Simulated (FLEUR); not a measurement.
# CdSe (F-43m) in FLEUR: further runs

The runs below take CdSe through equation of state, with LDA (von Barth-Hedin).

All numbers are computed with FLEUR MaX-R8.1 (later development tree); they aren't measurements. Logs are shortened: lines on timing, memory, paths and dates and some standing lists are left out, and cuts for length are marked.

## 1. The structure

Symmetry: F-43m, No. 216, cubic system. The conventional cell has a = 6.141 Å, b = 6.141 Å, c = 6.141 Å, α = 90.00°, β = 90.00°, γ = 90.00°. Cd (site symmetry -43m) has 4 Se at 2.66 Å as nearest neighbours. Around Se (site symmetry -43m) lie 4 Cd at 2.66 Å.

Measurements of this composition are mostly on another form, of space group No. 186.

## 2. Equation of state, LDA (von Barth-Hedin), 27.21 Å³/atom (volume scaled by 0.94)

File inp.xml:

```xml
<?xml version="1.0" encoding="UTF-8" standalone="no"?>
<fleurInput fleurInputVersion="0.39">
   <comment>
      CdSe                                                                                                
   </comment>
   <calculationSetup>
      <cutoffs Kmax="4.73" Gmax="14.7" GmaxXC="14.7" numbands="0"/>
      <scfLoop itmax="60" minDistance="0.00001" maxIterBroyd="15" imix="Anderson" alpha="0.05" precondParam="0.0" spinf="2.0" sdNocoIR="T"/>
      <coreElectrons ctail="T" frcor="F" kcrel="0" coretail_lmax="0"/>
      <xcFunctional name="bh" relativisticCorrections="F"/>
      <magnetism jspins="1"/>
      <soc l_soc="F" theta="0.0" phi="0.0" spav="F"/>
      <expertModes spex="0" secvar="F"/>
      <geometryOptimization l_f="F" forcealpha="1.0" forcemix="BFGS" epsdisp="0.00001" epsforce="0.00001"/>
      <ldaU l_linMix="F" mixParam="0.05" spinf="1.0"/>
   </calculationSetup>
   <cell>
      <bzIntegration valenceElectrons="36.0" mode="hist" fermiSmearingEnergy="0.00183747">
         <kPointListSelection listName="default-1"/>
         <!-- k-points included here -->
         <xi:include xmlns:xi="http://www.w3.org/2001/XInclude" href="kpts.xml"> </xi:include>
      </bzIntegration>
      <!-- symmetry operations included here -->
      <xi:include xmlns:xi="http://www.w3.org/2001/XInclude" href="sym.xml"> </xi:include>
      <bulkLattice scale="0.9795861087">
         <bravaisMatrix>
            <row-1>    0.0000000000000000     5.8019716936013745     5.8019716936013745</row-1>
            <row-2>    5.8019716936013745     0.0000000000000000     5.8019716936013745</row-2>
            <row-3>    5.8019716936013745     5.8019716936013745     0.0000000000000000</row-3>
         </bravaisMatrix>
      </bulkLattice>
   </cell>
   <atomSpecies>
      <species name="Cadmium (Cd)" element="Cd" atomicNumber="48">
         <mtSphere radius="2.44" gridPoints="833" logIncrement="0.015"/>
         <atomicCutoffs lmax="10" lnonsphr="8"/>
         <electronConfig flipSpins="F">
            <coreConfig>(1s1/2) (2s1/2) (2p1/2) (2p3/2) (3s1/2) (3p1/2) (3p3/2) (3d3/2) (3d5/2)</coreConfig>
            <valenceConfig>(4s1/2) (4p1/2) (4p3/2) (5s1/2) (4d3/2) (4d5/2)</valenceConfig>
         </electronConfig>
         <energyParameters s="5" p="5" d="4" f="4"/>
         <lo type="SCLO" l="0" n="4" eDeriv="0"/>
         <lo type="SCLO" l="1" n="4" eDeriv="0"/>
         <lo type="SCLO" l="1" n="4" eDeriv="1"/>
         <lo type="SCLO" l="2" n="4" eDeriv="2"/>
         <lo type="SCLO" l="3" n="4" eDeriv="2"/>
      </species>
      <species name="Selenium (Se)" element="Se" atomicNumber="34">
         <mtSphere radius="2.07" gridPoints="707" logIncrement="0.018"/>
         <atomicCutoffs lmax="9" lnonsphr="7"/>
         <electronConfig flipSpins="F">
            <coreConfig>(1s1/2) (2s1/2) (2p1/2) (2p3/2) (3s1/2) (3p1/2) (3p3/2)</coreConfig>
            <valenceConfig>(3d3/2) (3d5/2) (4s1/2) (4p1/2) (4p3/2)</valenceConfig>
            <stateOccupation state="(4p1/2)" spinUp="0.666667" spinDown="0.666667"/>
            <stateOccupation state="(4p3/2)" spinUp="1.333333" spinDown="1.333333"/>
         </electronConfig>
         <energyParameters s="4" p="4" d="4" f="4"/>
         <lo type="SCLO" l="2" n="3" eDeriv="0"/>
         <lo type="SCLO" l="0" n="4" eDeriv="2"/>
         <lo type="SCLO" l="1" n="4" eDeriv="2"/>
         <lo type="SCLO" l="3" n="4" eDeriv="2"/>
      </species>
   </atomSpecies>
   <atomGroups>
      <atomGroup species="Cadmium (Cd)">
         <relPos label="                   1">.0000000000 .0000000000 .0000000000</relPos>
         <force calculate="T" relaxXYZ="TTT"/>
      </atomGroup>
      <atomGroup species="Selenium (Se)">
         <relPos label="                   2">1.000/4.000 1.000/4.000 1.000/4.000</relPos>
         <force calculate="T" relaxXYZ="TTT"/>
      </atomGroup>
   </atomGroups>
   <output dos="F" band="F" slice="F">
      <checks vchk="F" cdinf="F"/>
      <bandDOS minEnergy="-.5*Htr" maxEnergy="0.5*Htr" sigma="0.015" storeEVData="T"/>
      <vacuumDOS vacdos="F" integ="F" star="F" nstars="0" locx1="0.0" locy1="0.0" locx2="0.0" locy2="0.0" nstm="0" tworkf="0.0"/>
      <unfoldingBand unfoldBand="F" supercellX="1" supercellY="1" supercellZ="1"/>
      <plotting iplot="0" polar="F">
         <plot TwoD="T" vec1="  1.0  0.0  0.0" vec2="  0.0  1.0  0.0" vec3="  0.0  0.0  1.0" zero="  0.0  0.0  0.0" file="plot"/>
      </plotting>
      <chargeDensitySlicing numkpt="0" minEigenval="0.0" maxEigenval="0.0" nnne="0" pallst="F"/>
      <specialOutput eonly="F"/>
      <moessbauerParams electricFieldGradient="T" isomerShift="T" coreHyperfine="T" valenceHyperfine="T"/>
      <magneticCircularDichroism mcd="F" energyLo="-10.0" energyUp="0.0"/>
   </output>
  <!-- We include the file relax.xml here to enable relaxations (see documentation) -->
  <xi:include xmlns:xi="http://www.w3.org/2001/XInclude" href="relax.xml"> <xi:fallback/> </xi:include>
</fleurInput>
```

Potentials or basis: all-electron, FLAPW.

Run with:

```
$ inpgen -f crystal.txt -profile fastHighL
$ # inp.xml edited to the form shown
$ fleur_MPI
```

Output:

```text
Welcome to FLEUR        (www.flapw.de)
      MaX-Release 8.1          (www.max-centre.eu)

 ========== k-point set info ==========
 Selected k-point list: default-1
 k-point list type: mesh
 8 x 8 x 8
 Number of k points: 29

 ------------Calculation Setup---------------------------
 Number of MPI-tasks      :            1
 Number of PE/node        :            1
 Number of OMP-threads    :            1
 Most efficient MPI parallelization for:
           1          29
 Additional eigenvalue parallelization possible
 Number of basis functions:          740
 Approximate size of matrices (H+S) per k-point:         0.016 GB
 --------------------------------------------------------
 Iteration:     1   Distance:       6.16491744 me/bohr^3
 Iteration:     2   Distance:       5.57785084 me/bohr^3
 Iteration:     3   Distance:       3.28431374 me/bohr^3
 Iteration:     4   Distance:       1.08296805 me/bohr^3
 Iteration:     5   Distance:       0.86557769 me/bohr^3
 Iteration:     6   Distance:       0.14316529 me/bohr^3
 Iteration:     7   Distance:       0.07152868 me/bohr^3
 Iteration:     8   Distance:       0.04871747 me/bohr^3
 Iteration:     9   Distance:       0.00518488 me/bohr^3
 Iteration:    10   Distance:       0.00551742 me/bohr^3
 Iteration:    11   Distance:       0.00094314 me/bohr^3
 Iteration:    12   Distance:       0.00012800 me/bohr^3
 Iteration:    13   Distance:       0.00010339 me/bohr^3
 Iteration:    14   Distance:       0.00000518 me/bohr^3

 ********************************************************************
 Run finished successfully
 Stop message:
   all done
 ********************************************************************
```

out.xml (last iteration):

```text
<iteration numberForCurrentRun="   14" overallNumber="   14">
         <energyParameters units="Htr">
            <atomicEP atomType="1" spin="1" branch="5s" branchLowest="-3.59" branchHighest="1.31" value="-0.0049352410"/>
            <atomicEP atomType="1" spin="1" branch="5p" branchLowest="-2.15" branchHighest="2.00" value="0.1539862495"/>
            <atomicEP atomType="1" spin="1" branch="4d" branchLowest="-14.17" branchHighest="-0.03" value="-0.1379343730"/>
            <atomicEP atomType="1" spin="1" branch="4f" branchLowest="-9.99" branchHighest="2.11" value="0.4687333198"/>
            <loAtomicEP atomType="1" spin="1" branch="4s" branchLowest="-26.61" branchHighest="-3.59" value="-3.5911087680"/>
            <loAtomicEP atomType="1" spin="1" branch="4p" branchLowest="-21.76" branchHighest="-2.15" value="-2.1697729110"/>
            <loAtomicEP atomType="1" spin="1" branch="4p" branchLowest="-21.76" branchHighest="-2.15" value="-2.1697729110"/>
            <loAtomicEP atomType="1" spin="1" branch="4d" branchLowest="-14.17" branchHighest="-0.03" value="-0.1463050475"/>
            <loAtomicEP atomType="1" spin="1" branch="4f" branchLowest="-9.99" branchHighest="2.11" value="0.4687360188"/>
            <atomicEP atomType="2" spin="1" branch="4s" branchLowest="-7.43" branchHighest="0.61" value="-0.3683015844"/>
            <atomicEP atomType="2" spin="1" branch="4p" branchLowest="-5.23" branchHighest="1.38" value="-0.0706505108"/>
            <atomicEP atomType="2" spin="1" branch="4d" branchLowest="-1.57" branchHighest="2.71" value="0.1605436756"/>
            <atomicEP atomType="2" spin="1" branch="4f" branchLowest="-9.99" branchHighest="3.63" value="0.3230418145"/>
            <loAtomicEP atomType="2" spin="1" branch="3d" branchLowest="-9.99" branchHighest="-1.57" value="-1.5831931161"/>
            <loAtomicEP atomType="2" spin="1" branch="4s" branchLowest="-7.43" branchHighest="0.61" value="-0.3683015844"/>
            <loAtomicEP atomType="2" spin="1" branch="4p" branchLowest="-5.23" branchHighest="1.38" value="-0.0728521077"/>
            <loAtomicEP atomType="2" spin="1" branch="4f" branchLowest="-9.99" branchHighest="3.63" value="0.3230445831"/>
         </energyParameters>
         <eigenvalues>
            <eigenvaluesAt spin="1" ikpt="1" k_x="0.00000000" k_y="0.00000000" k_z="0.00000000">
                      -3.5911008168       -2.1635212050       -2.1635212050       -2.1635212050       -1.5850989527
                      -1.5850989527       -1.5850989527       -1.5849490223       -1.5849490223       -0.3356310195
                      -0.1586932688       -0.1586932688       -0.1586932688       -0.1433803073       -0.1433803073
                       0.1373401376        0.1373401376        0.1373401376        0.1523022842        0.3510703095
                       0.3510703095        0.3510703095        0.4918373330        0.5500812392        0.5500812392
                       0.5760984387        0.5760984387        0.5760984387
            </eigenvaluesAt>
            <eigenvaluesAt spin="1" ikpt="2" k_x="0.00000000" k_y="0.00000000" k_z="0.12500000">
                      -3.5911007576       -2.1635231598       -2.1635215234       -2.1635215234       -1.5851030469
                      -1.5850998009       -1.5850998009       -1.5849484700       -1.5849484700       -0.3334662736
                      -0.1579938501       -0.1579938501       -0.1569280953       -0.1434250488       -0.1434250488
                       0.0890716896        0.1323230812        0.1323230812        0.1917336310        0.3429175778
                       0.3589056431        0.3589056431        0.5172046416        0.5172046416        0.5182891822
                       0.5597886364        0.6298438346        0.6298438346
            </eigenvaluesAt>
            <eigenvaluesAt spin="1" ikpt="3" k_x="0.00000000" k_y="0.00000000" k_z="0.25000000">
                      -3.5911006140       -2.1635278194       -2.1635223467       -2.1635223467       -1.5851014131
                      -1.5851012914       -1.5851012914       -1.5849463849       -1.5849463849       -0.3281647606
                      -0.1564669713       -0.1564669713       -0.1506974189       -0.1433124315       -0.1433124315
[... 30 lines left out ...]
            <state n="3" l="1" j="0.5" energy="-22.6382671728" weight="1.0000000000"/>
            <state n="3" l="1" j="1.5" energy="-21.3770072245" weight="2.0000000000"/>
            <state n="3" l="2" j="1.5" energy="-14.3220055551" weight="2.0000000000"/>
            <state n="3" l="2" j="2.5" energy="-14.0654170095" weight="3.0000000000"/>
         </coreStates>
         <coreStates atomType="     2" atomicNumber=" 34" spin="1" kinEnergy="   2275.2160258078" eigValSum="  -1389.0676048400" lostElectrons=" 0.000515">
            <state n="1" l="0" j="0.5" energy="-458.2307960265" weight="1.0000000000"/>
            <state n="2" l="0" j="0.5" energy="-58.5661624274" weight="1.0000000000"/>
            <state n="2" l="1" j="0.5" energy="-52.5531840439" weight="1.0000000000"/>
            <state n="2" l="1" j="1.5" energy="-51.0216576469" weight="2.0000000000"/>
            <state n="3" l="0" j="0.5" energy="-7.4354721270" weight="1.0000000000"/>
            <state n="3" l="1" j="0.5" energy="-5.3790670395" weight="1.0000000000"/>
            <state n="3" l="1" j="1.5" energy="-5.1629027309" weight="2.0000000000"/>
         </coreStates>
         <allElectronCharges>
            <spinDependentCharge spin="1" total="82.0000000" interstitial="4.1440326" mtSpheres="77.8559674"/>
            <totalCharge value="81.9999999967"/>
         </allElectronCharges>
         <moessbauerParams unitsHFF="kG" unitsIS="e/bohr^3" unitsEFG="Htr/bohr^2">
            <coreIsomerShift atomType="1" isTotal="160874.43853">
               <shell n="1" l="0" isomerShift="141071.60739"/>
               <shell n="2" l="0" isomerShift="16272.05351"/>
               <shell n="2" l="1" isomerShift="357.21031"/>
               <shell n="3" l="0" isomerShift="3100.35963"/>
               <shell n="3" l="1" isomerShift="73.20768"/>
               <shell n="3" l="2" isomerShift="0.00001"/>
            </coreIsomerShift>
            <coreIsomerShift atomType="2" isTotal="39785.85387">
               <shell n="1" l="0" isomerShift="35524.34117"/>
               <shell n="2" l="0" isomerShift="3641.39804"/>
               <shell n="2" l="1" isomerShift="36.72246"/>
               <shell n="3" l="0" isomerShift="577.50855"/>
               <shell n="3" l="1" isomerShift="5.88365"/>
            </coreIsomerShift>
            <isomerShift atomType="1" nucleusRadius="0.0001140" averageDensity="161507.36931"/>
            <isomerShift atomType="2" nucleusRadius="0.0001013" averageDensity="39841.87324"/>
            <electricFieldGradient atomType="1" VXX="0.00000" VYY="0.00000" VZZ="0.00000" asymParam="0.00000">
            </electricFieldGradient>
            <electricFieldGradient atomType="2" VXX="0.00000" VYY="0.00000" VZZ="0.00000" asymParam="0.00000">
            </electricFieldGradient>
         </moessbauerParams>
         <totalEnergy                                    value="    -8019.5049544365" units="Htr">
            <sumOfEigenvalues                            value="    -4763.6269455358">
               <coreElectrons value="-4725.8361632069"/>
               <valenceElectrons value="-37.7907823289"/>
            </sumOfEigenvalues>
            <densityCoulombPotentialIntegral value="-12796.0288250377"/>
            <densityEffectivePotentialIntegral value="-13108.2313176132"/>
            <chargeDenXCDenIntegral value="-235.9036754012"/>
            <FockExchangeEnergyValence value="0.0000000000"/>
            <FockExchangeEnergyCore value="0.0000000000"/>
            <atomTypeDependentContributions atomType="1">
               <electronNucleiInteractionDifferentMTs value="6772.0717610741"/>
               <MadelungTerm value="-19.8973917777"/>
            </atomTypeDependentContributions>
            <atomTypeDependentContributions atomType="2">
               <electronNucleiInteractionDifferentMTs value="2916.9052185460"/>
               <MadelungTerm value="-21.3168671961"/>
            </atomTypeDependentContributions>
            <tkbTimesEntropy value="0.0000027450"/>
            <freeEnergy value="-8019.5049571815"/>
            <extrapolationTo0K value="-8019.5049558090"/>
         </totalEnergy>
         <densityConvergence units="me/bohr^3">
            <chargeDensity spin="1" distance="0.0000051769"/>
         </densityConvergence>
      </iteration>
```

Run time: 2.6 min. Hardware: 1 thread of Arm Neoverse V1, shared host; peak memory 0.08 GiB.

What came out:

```yaml
Free_energy: -218221.8469 eV
Band_gap_on_the_k_mesh: 0.41 eV, direct
Valence_electrons_inside_the_program's_atomic_spheres: Cd 18.35; Se 13.51 (radii Cd 2.44, Se 2.07 bohr)
```

## 3. Equation of state, LDA (von Barth-Hedin), 27.78 Å³/atom (volume scaled by 0.96)

Edit inp.xml of step 2 so:

```diff
@@ -24,3 +24,3 @@
       <xi:include xmlns:xi="http://www.w3.org/2001/XInclude" href="sym.xml"> </xi:include>
-      <bulkLattice scale="0.9795861087">
+      <bulkLattice scale="0.9864848297">
          <bravaisMatrix>
```

Potentials or basis: all-electron, FLAPW.

Run with:

```
$ inpgen -f crystal.txt -profile fastHighL
$ # inp.xml edited to the form shown
$ fleur_MPI
```

Run time: 2.8 min. Hardware: 1 thread of Arm Neoverse V1, shared host; peak memory 0.08 GiB.

The run converged. Its results:

| Property | Result |
| --- | --- |
| Free energy | -218221.8382 eV |
| Band gap on the k mesh | 0.37 eV, direct |
| Valence electrons inside the program's atomic spheres | Cd 18.33; Se 13.50 (radii Cd 2.44, Se 2.07 bohr) |

## 4. Equation of state, LDA (von Barth-Hedin), 28.94 Å³/atom

Edit inp.xml of step 3 so:

```diff
@@ -24,3 +24,3 @@
       <xi:include xmlns:xi="http://www.w3.org/2001/XInclude" href="sym.xml"> </xi:include>
-      <bulkLattice scale="0.9864848297">
+      <bulkLattice scale="1.0000000000">
          <bravaisMatrix>
```

Run with:

```
$ inpgen -f crystal.txt -profile fastHighL
$ # inp.xml edited to the form shown
$ fleur_MPI
```

It took 3.1 min on 1 thread of Arm Neoverse V1, shared host; peak memory 0.09 GiB.

The run converged. Its results:

| Quantity | Value |
| --- | --- |
| Free energy | -218221.7987 eV |
| Band gap on the k mesh | 0.28 eV, direct |
| Valence electrons inside the program's atomic spheres | Cd 18.30; Se 13.48 (radii Cd 2.44, Se 2.07 bohr) |

## 5. Equation of state, LDA (von Barth-Hedin), 30.10 Å³/atom (volume scaled by 1.04)

Edit inp.xml of step 4 so:

```diff
@@ -24,3 +24,3 @@
       <xi:include xmlns:xi="http://www.w3.org/2001/XInclude" href="sym.xml"> </xi:include>
-      <bulkLattice scale="1.0000000000">
+      <bulkLattice scale="1.0131594038">
          <bravaisMatrix>
```

Run with:

```
$ inpgen -f crystal.txt -profile fastHighL
$ # inp.xml edited to the form shown
$ fleur_MPI
```

Run time: 3.3 min. Hardware: 1 thread of Arm Neoverse V1, shared host; peak memory 0.09 GiB.

Results (log left out):

* Free energy: -218221.7350 eV
* Band gap on the k mesh: 0.21 eV, direct
* Valence electrons inside the program's atomic spheres: Cd 18.27; Se 13.46 (radii Cd 2.44, Se 2.07 bohr)

## 6. Equation of state, LDA (von Barth-Hedin), 30.68 Å³/atom (volume scaled by 1.06)

Edit inp.xml of step 5 so:

```diff
@@ -24,3 +24,3 @@
       <xi:include xmlns:xi="http://www.w3.org/2001/XInclude" href="sym.xml"> </xi:include>
-      <bulkLattice scale="1.0131594038">
+      <bulkLattice scale="1.0196128224">
          <bravaisMatrix>
```

Potentials or basis: all-electron, FLAPW.

Run with:

```
$ inpgen -f crystal.txt -profile fastHighL
$ # inp.xml edited to the form shown
$ fleur_MPI
```

Run time: 3.5 min. Hardware: 1 thread of Arm Neoverse V1, shared host; peak memory 0.09 GiB.

Results (log left out):

| Property | Result |
| --- | --- |
| Free energy | -218221.6959 eV |
| Band gap on the k mesh | 0.17 eV, direct |
| Valence electrons inside the program's atomic spheres | Cd 18.26; Se 13.45 (radii Cd 2.44, Se 2.07 bohr) |

## 7. Equation of state, LDA (von Barth-Hedin)

This step only gathers the single runs of the series.

Results:

| Quantity | Value |
| --- | --- |
| Equilibrium volume | 26.91 Å³/atom (rough: see the caveat) |
| Bulk modulus | 59 GPa (rough) |

Energy against volume, from the lowest point:
| volume (Å³/atom) | energy (meV/atom) |
| --- | --- |
| 27.206 | 0.00 |
| 27.784 | 4.35 |
| 28.942 | 24.10 |
| 30.100 | 55.94 |
| 30.679 | 75.50 |

Caveat: the minimum lies outside the volumes run.
